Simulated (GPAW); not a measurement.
Al3Cu:

```
Cu Al
1.0
     2.77841    0.00000    0.00000
     0.00000    2.77841    0.00000
     0.00000    0.00000    7.51340
Cu Al
1 3
Cartesian
  0.0000 0.0000 0.0000
  1.3892 1.3892 5.8145
  1.3892 1.3892 1.6989
  0.0000 0.0000 3.7567
```

The cell comes from a database or a generator and needn't be the stable form of this composition.

* Program: GPAW 26.7.0
* Task: relaxation of cell and atoms
* Functional: PBEsol
* Dispersion: D4
* Potentials or basis: PAW data sets generated in the run's folder for this functional
* Cutoff: 600 eV
* Basis: pw
* k mesh: 8 × 8 × 3
* Occupations: fermi-dirac, width 0.05 eV
* Spin: no spin polarisation

At the start: pressure -0.8 GPa; volume 14.50 Å³/atom.

**Question.** Where does the relaxation end?

**Answer.** Over 9 steps the energy falls by 2.4 meV/atom and the volume is 14.45 Å³/atom (-0.4 %); space group P4/mmm (No. 123, to 0.05 Å).

Step by step:
```tsv
step	energy change (eV)	largest force (eV/Å)	pressure (GPa)	volume (Å³)
1	0.0000	0.1502	-0.79	58.00
2	-0.0011	0.1373	-0.69	57.96
3	-0.0066	0.0290	0.41	57.50
4	-0.0067	0.0098	0.27	57.56
5	-0.0071	0.0020	0.14	57.62
6	-0.0084	0.0268	-0.28	57.84
7	-0.0091	0.0234	-0.39	57.91
8	-0.0095	0.0005	-0.25	57.85
9	-0.0096	0.0129	-0.13	57.79
```

Final structure:
```
Cu Al
1.0
     2.78950    0.00000    0.00000
     0.00000    2.78950    0.00000
     0.00000    0.00000    7.42695
Cu Al
1 3
Cartesian
  0.0000 0.0000 0.0000
  1.3948 1.3948 5.7715
  1.3948 1.3948 1.6555
  0.0000 0.0000 3.7135
```

Caveat: with this Cu data set, volumes or pressures lay over 1.5 % or 2 GPa off other programs in two to four cells of ten; later steps reuse the first step's grids; pairwise dispersion overbinds metals, which lowers pressure and volume.
